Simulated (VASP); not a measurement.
# AlAs (F-43m) in VASP: a series of runs

One crystal, AlAs, is run at these levels: PBE; tasks: G0W0 quasiparticle levels, evGW0 quasiparticle levels, band structure.

Everything below comes from runs of VASP 6.6.1. Logs are shortened: lines on timing, memory, paths and dates and some standing lists are left out, and cuts for length are marked.

### 1 The crystal as given

It takes space group F-43m (No. 216, cubic). Conventional cell: a = 5.682 Å, b = 5.682 Å, c = 5.682 Å, α = 90.00°, β = 90.00°, γ = 90.00°. Al (site symmetry -43m) has 4 As at 2.46 Å as nearest neighbours. As (site symmetry -43m) is surrounded by 4 Al at 2.46 Å.

### 2 G0W0 quasiparticle levels, PBE

Contents of POSCAR:

```
AlAs                                    
1.0
    0.0000000000      2.8408844733      2.8408844733
    2.8408844733      0.0000000000      2.8408844733
    2.8408844733      2.8408844733      0.0000000000
  Al              As            
     1     1
Direct
     0.0000000000000000    0.0000000000000000    0.0000000000000000
     0.2500000000000000    0.2500000000000000    0.2500000000000000
```

Contents of INCAR.step1:

```
SYSTEM = AlAs
PREC = Accurate
ENCUT = 500
EDIFF = 1E-8
ISMEAR = 0
SIGMA = 0.01
LREAL = .False.
LASPH = .True.
NELM = 80
ALGO = Fast
LWAVE = .True.
LCHARG = .False.
GGA = PE
KPAR = 4
```

Contents of INCAR.step2:

```
SYSTEM = AlAs
PREC = Accurate
ENCUT = 500
EDIFF = 1E-8
ISMEAR = 0
SIGMA = 0.01
LREAL = .False.
LASPH = .True.
NELM = 1
ALGO = Exact
LWAVE = .True.
LCHARG = .False.
GGA = PE
KPAR = 4
NBANDS = 174
LOPTICS = .True.
ISTART = 1
```

Contents of INCAR.step3:

```
SYSTEM = AlAs
PREC = Accurate
ENCUT = 500
EDIFF = 1E-8
ISMEAR = 0
SIGMA = 0.01
LREAL = .False.
LASPH = .True.
ALGO = EVGW0
LWAVE = .False.
LCHARG = .False.
GGA = PE
KPAR = 4
NELMGW = 1
NBANDS = 174
ENCUTGW = 150
NOMEGA = 48
PRECFOCK = Fast
ISTART = 1
NBANDSGW = 12
```

Contents of KPOINTS:

```
Automatic mesh
0
Gamma
  4 4 4
  0 0 0
```

Potentials or basis: VASP PAW PBE potentials, release 64 (Al_GW, As_GW).

Launch:

```bash
$ cat potpaw_PBE.64/Al_GW/POTCAR potpaw_PBE.64/As_GW/POTCAR > POTCAR
$ cp INCAR.step1 INCAR
$ mpirun -np 4 vasp_std > vasp.out
$ cp INCAR.step2 INCAR
$ mpirun -np 4 vasp_std > vasp.out
$ cp INCAR.step3 INCAR
$ mpirun -np 4 vasp_std > vasp.out
```

OUTCAR:

```text
SYSTEM = AlAs
   PREC = Accurate
   ENCUT = 500
   EDIFF = 1E-8
   ISMEAR = 0
   LREAL = .False.
   LASPH = .True.
   GGA = PE
   NELMGW = 1
   ENCUTGW = 150
   PRECFOCK = Fast
   ISTART = 1

 ion  position               nearest neighbor table
   1  0.000  0.000  0.000-   2 2.46   2 2.46   2 2.46   2 2.46
   2  0.250  0.250  0.250-   1 2.46   1 2.46   1 2.46   1 2.46

  LATTYP: Found a face centered cubic cell.
 ALAT       =     5.6817689466

  Lattice vectors:

 A1 = (   0.0000000000,   2.8408844733,   2.8408844733)
 A2 = (   2.8408844733,   0.0000000000,   2.8408844733)
 A3 = (   2.8408844733,   2.8408844733,   0.0000000000)

Analysis of symmetry for initial positions (statically):
=====================================================================
 Subroutine PRICEL returns:
 Original cell was already a primitive cell.

 Routine SETGRP: Setting up the symmetry group for a
 face centered cubic supercell.

 Subroutine GETGRP returns: Found 24 space group operations
 (whereof 24 operations were pure point group operations)
 out of a pool of 48 trial point group operations.

The static configuration has the point symmetry T_d .

Analysis of symmetry for dynamics (positions and initial velocities):
=====================================================================
 Subroutine PRICEL returns:
 Original cell was already a primitive cell.

 Routine SETGRP: Setting up the symmetry group for a
 face centered cubic supercell.

 Subroutine GETGRP returns: Found 24 space group operations
 (whereof 24 operations were pure point group operations)
 out of a pool of 48 trial point group operations.

The dynamic configuration has the point symmetry T_d .

 Subroutine INISYM returns: Found 24 space group operations
 (whereof 24 operations are pure point group operations),
 and found     1 'primitive' translations

----------------------------------------------------------------------------------------

                                     Primitive cell

  volume of cell :      45.8554

  direct lattice vectors                    reciprocal lattice vectors
     0.000000000  2.840884473  2.840884473    -0.176001525  0.176001525  0.176001525
     2.840884473  0.000000000  2.840884473     0.176001525 -0.176001525  0.176001525
     2.840884473  2.840884473  0.000000000     0.176001525  0.176001525 -0.176001525

  length of vectors
     4.017617351  4.017617351  4.017617351     0.304843584  0.304843584  0.304843584

  position of ions in fractional coordinates (direct lattice)
     0.000000000  0.000000000  0.000000000
     0.250000000  0.250000000  0.250000000

  ion indices of the primitive-cell ions
   primitive index   ion index
                 1           1
                 2           2

----------------------------------------------------------------------------------------

 KPOINTS: Automatic mesh

Automatic generation of k-mesh.
 Grid dimensions read from file:
 generate k-points for:    4    4    4

 Generating k-lattice:

  Cartesian coordinates                     Fractional coordinates (reciprocal lattice)
    -0.044000381  0.044000381  0.044000381     0.250000000  0.000000000  0.000000000
     0.044000381 -0.044000381  0.044000381     0.000000000  0.250000000  0.000000000
     0.044000381  0.044000381 -0.044000381     0.000000000  0.000000000  0.250000000

  Length of vectors
     0.076210896  0.076210896  0.076210896

  Shift w.r.t. Gamma in fractional coordinates (k-lattice)
     0.000000000  0.000000000  0.000000000

 Subroutine IBZKPT returns following result:
 ===========================================

 Found      8 irreducible k-points:

 Following reciprocal coordinates:
            Coordinates               Weight
  0.000000  0.000000  0.000000      1.000000
  0.250000  0.000000  0.000000      8.000000
  0.500000  0.000000  0.000000      4.000000
  0.250000  0.250000  0.000000      6.000000
  0.500000  0.250000  0.000000     24.000000
 -0.250000  0.250000  0.000000     12.000000
  0.500000  0.500000  0.000000      3.000000
 -0.250000  0.500000  0.250000      6.000000
   k-points           NKPTS =      8   k-points in BZ     NKDIM =     64   number of bands    NBANDS=    174
   number of dos      NEDOS =    301   number of ions     NIONS =      2
   total plane-waves  NPLWV =  27000
   dimension x,y,z NGX =    30 NGY =   30 NGZ =   30
   dimension x,y,z NGXF=    60 NGYF=   60 NGZF=   60
   ions per type =               1   1
   NGX,Y,Z   is equivalent  to a cutoff of  12.41, 12.41, 12.41 a.u.
   NGXF,Y,Z  is equivalent  to a cutoff of  24.83, 24.83, 24.83 a.u.
 SYSTEM =  AlAs
   PREC   = accura    normal or accurate (medium, high low for compatibility)
   ISTART =      1    job   : 0-new  1-cont  2-samecut
   ICHARG =      0    charge: 1-file 2-atom 10-const
   ISPIN  =      1    spin polarized calculation?
   LNONCOLLINEAR =      F non collinear calculations
   LSORBIT =      F    spin-orbit coupling
   LASPH  =      T    aspherical Exc in radial PAW
   ENCUT  =  500.0 eV  36.75 Ry    6.06 a.u.   7.33  7.33  7.33*2*pi/ulx,y,z
   NELM   =     60;   NELMIN=  2; NELMDL=  0     # of ELM steps
   EDIFF  = 0.1E-07   stopping-criterion for ELM
   LREAL  =      F    real-space projection
   EDIFFG = 0.1E-06   stopping-criterion for IOM
   NSW    =      0    number of steps for IOM
   IBRION =     -1    ionic relax: 0-MD 1-quasi-New 2-CG
   NFREE  =      0    steps in history (QN), initial steepest desc. (CG)
   ISIF   =      0    stress and relaxation
   ISYM   =      3    0-nonsym 1-usesym 2-fastsym
   POTIM  = 0.5000    time-step for ionic-motion
   TEBEG  =    0.0;   TEEND  =   0.0 temperature during run
   PSTRESS=    0.0 pullay stress
   NELECT =       8.0000    total number of electrons
   NUPDOWN=      -1.0000    fix difference up-down
   EMIN   =  10.00;   EMAX   =-10.00  energy-range for DOS
   EFERMI =   0.00;   METHOD = LEGACY
   ISMEAR =     0;   SIGMA  =   0.01  broadening in eV -4-tet -1-fermi 0-gaus
   EFERMI_NEDOS =   21; number of points for ismear=-14 and -15
   IALGO  =     38    algorithm
   IMIX   =      4    mixing-type and parameters
     AMIX     =   0.40;   BMIX     =  1.00
     AMIX_MAG =   1.60;   BMIX_MAG =  1.00
  volume/ion in A,a.u.               =      22.93       154.72
  Fermi-wavevector in a.u.,A,eV,Ry     =   0.914762  1.728649 11.385202  0.836789
  Thomas-Fermi vector in A             =   2.039426
   LORBIT       =      0    0 simple, 1 ext, 2 COOP (PROOUT), +10 PAW based schemes
   GGA     = PE    functional components
   LHFCALC =     T    Hartree Fock is set to
   PRECFOCK=fast      Normal, Fast or Accurate (Low or Medium for compatibility)
   ENCUT4O =  -1.0   cutoff for four orbital integrals eV
   NKREDX  =     1    reduce k-point grid by
   NKREDY  =     1    reduce k-point grid by
   NKREDZ  =     1    reduce k-point grid by
   AEXX    =    1.0000 exact exchange contribution
   HFSCREEN=    0.0000 screening length (either q_TF or 0.3 A-1)
   HFSCREENC=   0.0000 screening length for correlation (either q_TF or 0.3 A-1)
   ENCUTFOCK=  -1.0 apply spherical cutoff to Coloumb kernel
   IVDW    =     0    specifies the selected vdW correction
   LEPSILON=     F    determine dielectric tensor
   LRPA    =     F    only Hartree local field effects (RPA)
   LRPAFORCE           =     F    calculate RPA forces
   ENCUTGW             = 150.0    cutoff for response function in eV
   ENCUTGWSOFT         = 120.0    soft cutoff for Coulomb kernel in GW response function in eV
   ENCUTLF             =  -1.0    cutoff for local field effects
   NELMGW              =     1    number of iterations in solving QP/BSE equation
   NELMHF              =     1    number of iterations in the inner HF iteration
   NKREDLFX            =     1    NKREDLFY  =   1   NKREDLFZ  =   1
 non-spin polarized calculation
 Gauss-broadening in eV      SIGMA  =   0.01
  energy-cutoff  :      500.00
  volume of cell :       45.86
 maximum number of plane-waves:      1211
 NGX is ok and might be reduce to    30
  NGX = 18; NGY = 18; NGZ = 18
   NGX = 15   NGY = 15   NGZ = 15
 maximum number of plane-waves:       200
 NGX is ok and might be reduce to    18

 QP shifts <psi_nk| G(iteration)W_0 |psi_nk>: iteration 1
 for sc-GW calculations column KS-energies equals QP-energies in previous step
 and V_xc(KS)=  KS-energies - (<T + V_ion + V_H > + <T+V_H+V_ion>^1  + <V_x>^1)

 k-point   1 :       0.0000    0.0000    0.0000
  band No.  KS-energies  QP-energies   sigma(KS)   V_xc(KS)     V^pw_x(r,r')   Z            occupation Imag(sigma)

      1      -8.4303      -8.9836     -11.7315     -10.8823     -17.8549       0.6516       2.0000       1.1185
      2       3.3760       2.7453     -12.0781     -11.2577     -13.2686       0.7686       2.0000       0.0724
      3       3.3760       2.7453     -12.0781     -11.2577     -13.2686       0.7686       2.0000       0.0724
      4       3.3760       2.7453     -12.0781     -11.2577     -13.2686       0.7686       2.0000       0.0724
      5       5.3285       5.7056      -9.4295      -9.9211      -5.5288       0.7670       0.0000      -0.0723
      6       7.6157       7.7586      -8.9264      -9.1170      -4.5359       0.7498       0.0000      -0.1008
      7       7.6157       7.7586      -8.9264      -9.1170      -4.5359       0.7498       0.0000      -0.1008
      8       7.6157       7.7586      -8.9264      -9.1170      -4.5359       0.7498       0.0000      -0.1008
      9      12.1682      12.0921      -7.5740      -7.4733      -2.2287       0.7547       0.0000      -0.2939
     10      12.3399      12.4375      -8.9157      -9.0476      -3.6523       0.7399       0.0000      -0.2343
     11      12.3399      12.4375      -8.9157      -9.0476      -3.6523       0.7399       0.0000      -0.2343
     12      14.7484      14.6286      -7.7416      -7.5814      -1.9910       0.7481       0.0000      -0.5366

 k-point   2 :       0.2500    0.0000    0.0000
  band No.  KS-energies  QP-energies   sigma(KS)   V_xc(KS)     V^pw_x(r,r')   Z            occupation Imag(sigma)
[... 97 lines left out ...]
      1      -6.4518      -6.9099     -12.4882     -11.8292     -17.8511       0.6952       2.0000       0.8312
      2      -1.7056      -2.3820     -10.9590      -9.9921     -14.0143       0.6995       2.0000       0.2281
      3       0.2284      -0.5124     -10.8603      -9.8483     -12.9474       0.7320       2.0000       0.1180
      4       0.5734      -0.1428     -10.7356      -9.7672     -12.5895       0.7396       2.0000       0.0993
      5       7.6858       7.6704      -8.8264      -8.8061      -4.6087       0.7596       0.0000      -0.0998
      6       8.9447       9.1965      -9.6690     -10.0059      -4.9690       0.7473       0.0000      -0.1333
      7       9.0096       9.1786      -8.6705      -8.8974      -3.7160       0.7447       0.0000      -0.1581
      8       9.3981       9.3890      -8.5704      -8.5584      -3.9246       0.7556       0.0000      -0.1331
      9      13.8876      13.9871      -9.5050      -9.6429      -3.3380       0.7217       0.0000      -0.4984
     10      15.5640      15.6958      -9.8930     -10.0727      -3.7324       0.7333       0.0000      -0.5647
     11      15.8741      15.9569      -9.2227      -9.3352      -2.9778       0.7368       0.0000      -0.6482
     12      17.1716      17.3326      -9.4656      -9.6840      -3.2159       0.7369       0.0000      -0.6844
```

Run time: 30 s. Hardware: 4 MPI ranks of Intel Xeon 6975P-C (Granite Rapids), shared host; peak memory 0.47 GiB.

Results:

```
Band gap on the k mesh, mean-field level : 1.43 eV, indirect (least direct gap 1.95 eV)
Quasiparticle gap                        : 2.03 eV
Least direct quasiparticle gap           : 2.96 eV
```

Levels at points of the mesh, in eV from the valence-band top:
| k point | band 1 | band 2 | band 3 | band 4 | band 5 | band 6 | band 7 | band 8 |
| --- | --- | --- | --- | --- | --- | --- | --- | --- |
| (0.00, 0.00, 0.00) | -11.81 | 0.00 | 0.00 | 0.00 | 1.95 | 4.24 | 4.24 | 4.24 |
| (0.50, 0.00, 0.00) | -10.40 | -5.54 | -0.82 | -0.82 | 2.08 | 4.64 | 4.64 | 7.71 |
| (0.50, 0.50, 0.00) | -9.86 | -5.41 | -2.16 | -2.16 | 1.43 | 2.27 | 10.22 | 10.22 |

Caveat: the k mesh is coarse (spacing up to 0.48 Å⁻¹), so the values aren't converged; bands, screening cutoff and mesh are small and nothing is extrapolated, so the quasiparticle values aren't converged. A k mesh can miss the band edges.

### 3 EvGW0 quasiparticle levels, PBE

POSCAR is that of step 2.

INCAR.step1 is that of step 2.

INCAR.step2 is that of step 2.

Edit INCAR.step3 of step 2 so:

```diff
@@ -13,3 +13,3 @@
 KPAR = 4
-NELMGW = 1
+NELMGW = 4
 NBANDS = 174
```

KPOINTS is that of step 2.

Potentials or basis: VASP PAW PBE potentials, release 64 (Al_GW, As_GW).

Launch:

```bash
$ cat potpaw_PBE.64/Al_GW/POTCAR potpaw_PBE.64/As_GW/POTCAR > POTCAR
$ cp INCAR.step1 INCAR
$ mpirun -np 4 vasp_std > vasp.out
$ cp INCAR.step2 INCAR
$ mpirun -np 4 vasp_std > vasp.out
$ cp INCAR.step3 INCAR
$ mpirun -np 4 vasp_std > vasp.out
```

OUTCAR:

```text
SYSTEM = AlAs
   PREC = Accurate
   ENCUT = 500
   EDIFF = 1E-8
   ISMEAR = 0
   LREAL = .False.
   LASPH = .True.
   GGA = PE
   NELMGW = 4
   ENCUTGW = 150
   PRECFOCK = Fast
   ISTART = 1

 ion  position               nearest neighbor table
   1  0.000  0.000  0.000-   2 2.46   2 2.46   2 2.46   2 2.46
   2  0.250  0.250  0.250-   1 2.46   1 2.46   1 2.46   1 2.46

  LATTYP: Found a face centered cubic cell.
 ALAT       =     5.6817689466

  Lattice vectors:

 A1 = (   0.0000000000,   2.8408844733,   2.8408844733)
 A2 = (   2.8408844733,   0.0000000000,   2.8408844733)
 A3 = (   2.8408844733,   2.8408844733,   0.0000000000)

Analysis of symmetry for initial positions (statically):
[... 151 lines left out ...]
   NELMGW              =     4    number of iterations in solving QP/BSE equation
   NELMHF              =     1    number of iterations in the inner HF iteration
   NKREDLFX            =     1    NKREDLFY  =   1   NKREDLFZ  =   1
 non-spin polarized calculation
 Gauss-broadening in eV      SIGMA  =   0.01
  energy-cutoff  :      500.00
  volume of cell :       45.86
 maximum number of plane-waves:      1211
 NGX is ok and might be reduce to    30
  NGX = 18; NGY = 18; NGZ = 18
   NGX = 15   NGY = 15   NGZ = 15
 maximum number of plane-waves:       200
 NGX is ok and might be reduce to    18

 QP shifts <psi_nk| G(iteration)W_0 |psi_nk>: iteration 1
 for sc-GW calculations column KS-energies equals QP-energies in previous step
 and V_xc(KS)=  KS-energies - (<T + V_ion + V_H > + <T+V_H+V_ion>^1  + <V_x>^1)

 k-point   1 :       0.0000    0.0000    0.0000
  band No.  KS-energies  QP-energies   sigma(KS)   V_xc(KS)     V^pw_x(r,r')   Z            occupation Imag(sigma)

      1      -8.4303      -8.9836     -11.7315     -10.8823     -17.8549       0.6516       2.0000       1.1185
      2       3.3760       2.7453     -12.0781     -11.2577     -13.2686       0.7686       2.0000       0.0724
      3       3.3760       2.7453     -12.0781     -11.2577     -13.2686       0.7686       2.0000       0.0724
      4       3.3760       2.7453     -12.0781     -11.2577     -13.2686       0.7686       2.0000       0.0724
      5       5.3285       5.7056      -9.4295      -9.9211      -5.5288       0.7670       0.0000      -0.0723
      6       7.6157       7.7586      -8.9264      -9.1170      -4.5359       0.7498       0.0000      -0.1008
      7       7.6157       7.7586      -8.9264      -9.1170      -4.5359       0.7498       0.0000      -0.1008
      8       7.6157       7.7586      -8.9264      -9.1170      -4.5359       0.7498       0.0000      -0.1008
      9      12.1682      12.0921      -7.5740      -7.4733      -2.2287       0.7547       0.0000      -0.2939
     10      12.3399      12.4375      -8.9157      -9.0476      -3.6523       0.7399       0.0000      -0.2343
     11      12.3399      12.4375      -8.9157      -9.0476      -3.6523       0.7399       0.0000      -0.2343
     12      14.7484      14.6286      -7.7416      -7.5814      -1.9910       0.7481       0.0000      -0.5366
[... 490 lines left out ...]
      1      -7.1060      -7.1172     -12.4996       5.3774     -17.8511       0.6903       2.0000       0.7996
      2      -2.5931      -2.6020     -10.8924       8.2865     -14.0143       0.7001       2.0000       0.2376
      3      -0.6923      -0.6991     -10.7783      10.0767     -12.9474       0.7300       2.0000       0.1256
      4      -0.3123      -0.3186     -10.6615      10.3406     -12.5895       0.7372       2.0000       0.1060
      5       7.6580       7.6568      -8.8355      16.4919      -4.6087       0.7612       0.0000      -0.0991
      6       9.2131       9.2121      -9.7388      18.9506      -4.9690       0.7464       0.0000      -0.1409
      7       9.1951       9.1944      -8.7128      17.9070      -3.7160       0.7456       0.0000      -0.1629
      8       9.3862       9.3854      -8.5714      17.9565      -3.9246       0.7569       0.0000      -0.1299
      9      14.0069      14.0067      -9.5238      23.5305      -3.3380       0.7225       0.0000      -0.4996
     10      15.7114      15.7109      -9.9259      25.6367      -3.7324       0.7283       0.0000      -0.5682
     11      15.9698      15.9696      -9.2397      25.2092      -2.9778       0.7334       0.0000      -0.6455
     12      17.3486      17.3484      -9.5073      26.8556      -3.2159       0.7355       0.0000      -0.6963
```

Run time: 91 s. Hardware: 4 MPI ranks of Intel Xeon 6975P-C (Granite Rapids), shared host; peak memory 0.48 GiB.

Results:

- Band gap on the k mesh, mean-field level: 1.43 eV, indirect (least direct gap 1.95 eV)
- Quasiparticle gap: 2.15 eV
- Least direct quasiparticle gap: 3.12 eV

Quasiparticle gap after each update of the energies (eV): 2.03, 2.13, 2.14, 2.15

Caveat: the k mesh is coarse (spacing up to 0.48 Å⁻¹), so the values aren't converged; bands, screening cutoff and mesh are small and nothing is extrapolated, so the quasiparticle values aren't converged. A k mesh can miss the band edges.

(Continued in part 2 of 2.)
